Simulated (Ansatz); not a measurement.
## Rh: do energies and stresses tell the same story?

All numbers below come from DFT PBEsol, scalar-relativistic, plane waves, PAW in Ansatz.

Settings: cutoff 420 eV, Γ-centred mesh 18×18×6 on the computed 4-atom cell, Gaussian smearing of 0.10 eV; no spin polarisation.

Relaxed cell: P6_3/mmc, a = 2.675 Å, b = 2.675 Å, c = 8.727 Å, α = 90.00°, β = 90.00°, γ = 120.00°, 4 atoms in the primitive cell. This form isn't the element's structure at ambient conditions.

Energies at zero smearing and pressures from the stress tensor, at volumes with shape and atoms relaxed:
```json
{"V (Å³/atom)": "12.713", "E − E(first) (meV/atom)": "0.00", "P (GPa)": "21.34"}
{"V (Å³/atom)": "13.119", "E − E(first) (meV/atom)": "-38.71", "P (GPa)": "9.71"}
{"V (Å³/atom)": "13.525", "E − E(first) (meV/atom)": "-50.49", "P (GPa)": "0.01"}
{"V (Å³/atom)": "13.931", "E − E(first) (meV/atom)": "-39.84", "P (GPa)": "-8.05"}
{"V (Å³/atom)": "14.336", "E − E(first) (meV/atom)": "-10.52", "P (GPa)": "-14.75"}
```

Problem. Check P = −dE/dV between neighbouring volumes, and get the bulk modulus from the pressures alone.

Solution. With 1 eV/Å³ = 160.2 GPa:
```csv
middle V (Å³/atom),−ΔE/ΔV (GPa),mean P (GPa)
12.916,15.288,15.524
13.322,4.651,4.860
13.728,-4.209,-4.021
14.133,-11.575,-11.404
```

The two differ by 0.24 GPa at most. The mean of two end pressures misses the average over a step by about ΔV² P″/12, up to 0.18 GPa here; with that taken off 0.07 GPa remains. The stress is the derivative of the free energy, not of the energy at zero smearing, and with free energies 0.00 GPa remains. Around V = 13.525 Å³/atom, the two neighbours give B = −V ΔP/ΔV = 13.525 × 17.76 / 0.811 = 296.0 GPa, against B0 = 294.6 GPa from the Birch–Murnaghan fit of the energies.